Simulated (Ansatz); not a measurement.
All numbers below come from Ansatz 0.2.0, DFT PBE, scalar-relativistic, plane waves, PAW. All cells share a 420 eV cutoff and Γ-centred k meshes spaced at most about 0.3 Å⁻¹ (about 0.25 or finer for metals, 2π included). No spin polarisation.

All energies are static (0 K, no zero-point motion).

Two forms of Mg3Zn2O3 were relaxed alike.

A.

Space group P3m1 (No. 156). a = 3.025 Å, b = 3.025 Å, c = 11.766 Å, α = 90.00°, β = 90.00°, γ = 120.00°
```json
{"atom": "Mg", "site": "1a", "symmetry": "3m.", "x": "0.0000", "y": "0.0000", "z": "0.9898"}
{"atom": "Mg", "site": "1c", "symmetry": "3m.", "x": "0.6667", "y": "0.3333", "z": "0.4085"}
{"atom": "Mg", "site": "1b", "symmetry": "3m.", "x": "0.3333", "y": "0.6667", "z": "0.1999"}
{"atom": "Zn", "site": "1a", "symmetry": "3m.", "x": "0.0000", "y": "0.0000", "z": "0.6236"}
{"atom": "Zn", "site": "1b", "symmetry": "3m.", "x": "0.3333", "y": "0.6667", "z": "0.7992"}
{"atom": "O", "site": "1b", "symmetry": "3m.", "x": "0.3333", "y": "0.6667", "z": "0.5046"}
{"atom": "O", "site": "1c", "symmetry": "3m.", "x": "0.6667", "y": "0.3333", "z": "0.0912"}
{"atom": "O", "site": "1a", "symmetry": "3m.", "x": "0.0000", "y": "0.0000", "z": "0.2992"}
```

B.

Space group P4/nmm:1 (No. 129). a = 2.970 Å, b = 2.970 Å, c = 20.905 Å, α = 90.00°, β = 90.00°, γ = 90.00°
```json
{"atom": "Mg", "site": "2c", "symmetry": "4mm", "x": "0.0000", "y": "0.5000", "z": "0.9487"}
{"atom": "Mg", "site": "2c", "symmetry": "4mm", "x": "0.0000", "y": "0.5000", "z": "0.1539"}
{"atom": "Mg", "site": "2c", "symmetry": "4mm", "x": "0.0000", "y": "0.5000", "z": "0.7423"}
{"atom": "Zn", "site": "2c", "symmetry": "4mm", "x": "0.0000", "y": "0.5000", "z": "0.3776"}
{"atom": "Zn", "site": "2c", "symmetry": "4mm", "x": "0.0000", "y": "0.5000", "z": "0.5429"}
{"atom": "O", "site": "2c", "symmetry": "4mm", "x": "0.0000", "y": "0.5000", "z": "0.8459"}
{"atom": "O", "site": "2c", "symmetry": "4mm", "x": "0.0000", "y": "0.5000", "z": "0.2569"}
{"atom": "O", "site": "2c", "symmetry": "4mm", "x": "0.0000", "y": "0.5000", "z": "0.0513"}
```

Problem. Which is lower in energy, and by how much?

Solution. B is lower, by 136 meV/atom. A has space group P3m1 (No. 156), 11.7 Å³/atom and a gap of 0.15 eV on its mesh; B has space group P4/nmm (No. 129), 11.5 Å³/atom and no gap. Counting O atoms around Mg and Zn (those within 1.25 times the shortest such distance or 1.15 times the sum of covalent radii, 1.27 where that leaves under three; the shortest distance is added where it exceeds 1.18 times the sum of covalent radii; a slash parts the counts of unlike sites), A has Mg 3/6, Zn 3 from 2.2 Å/1+3 from 3.5 Å and B has Mg 5/6, Zn 1 from 2.5 Å/4 from 4.7 Å. In A, around Mg on its first site lie 3 O at 2.12 Å and 3 Zn at 2.84 Å; Zn on its first site is surrounded by 3 O at 2.24 Å and 3 Zn at 2.71 Å; around O on its first site lie 3 Mg at 2.08 Å and 3 Zn at 2.24 Å; 5 more sites not described. In B, Mg on its first site is surrounded by 6 O at 2.10–2.15 Å; Zn on its first site has 1 O at 2.52 Å, 4 Zn at 2.68 Å, 4 Zn at 2.97 Å, 4 Mg at 3.27 Å and 1 Zn at 3.46 Å; O on its first site has 6 Mg at 2.10–2.16 Å; 5 more sites not described. Both come from invented guesses.

Kohn–Sham gaps at this level usually fall short of measured ones. Cells relaxed within their symmetry can be saddle points.
